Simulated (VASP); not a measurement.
Crystal: SnO2 (Cassiterite).

```
Sn O
1.0
     4.73800    0.00000    0.00000
     0.00000    4.73800    0.00000
     0.00000    0.00000    3.18650
Sn O
2 4
Direct
  0.50000 0.50000 0.50000
  0.00000 0.00000 0.00000
  0.80710 0.19290 0.50000
  0.69290 0.69290 0.00000
  0.19290 0.80710 0.50000
  0.30710 0.30710 0.00000
```

* Program: VASP 6.6.1
* Task: relaxation of cell and atoms
* Functional: PBE
* Potentials or basis: VASP PAW PBE potentials, release 54 (Sn, O)
* Cutoff: 580 eV
* k mesh: 6 × 6 × 8
* Occupations: fermi-dirac, width 0.05 eV
* Spin: no spin polarisation

At the start: pressure 11.6 GPa; volume 11.92 Å³/atom.

Problem. Where does the relaxation end?

Solution. Over 11 steps the energy falls by 22.8 meV/atom and the volume is 12.58 Å³/atom (+5.6 %); space group P4_2/mnm (No. 136, to 0.05 Å).

Step by step:
```csv
step,energy change (eV),largest force (eV/Å),pressure (GPa),volume (Å³)
1,0.0000,0.2919,11.57,71.53
2,0.0865,0.3820,-11.21,80.82
3,-0.1346,0.0637,-0.01,75.37
4,-0.1346,0.0577,0.19,75.29
5,-0.1365,0.0007,0.08,75.44
6,-0.1367,0.0227,0.03,75.50
7,-0.1367,0.0211,0.03,75.50
8,-0.1368,0.0025,-0.04,75.53
9,-0.1368,0.0005,-0.06,75.53
10,-0.1368,0.0014,0.06,75.49
11,-0.1368,0.0010,0.02,75.50
```

Final structure:
```cif
data_structure
_symmetry_space_group_name_H-M 'P 1'
_symmetry_Int_Tables_number 1
_cell_length_a 4.8293
_cell_length_b 4.8293
_cell_length_c 3.2375
_cell_angle_alpha 90.000
_cell_angle_beta 90.000
_cell_angle_gamma 90.000
_cell_volume 75.50
loop_
_atom_site_label
_atom_site_type_symbol
_atom_site_fract_x
_atom_site_fract_y
_atom_site_fract_z
_atom_site_occupancy
Sn1 Sn 0.50000 0.50000 0.50000 1
Sn2 Sn 0.00000 0.00000 0.00000 1
O1 O 0.80651 0.19349 0.50000 1
O2 O 0.69349 0.69349 0.00000 1
O3 O 0.19349 0.80651 0.50000 1
O4 O 0.30651 0.30651 0.00000 1
```
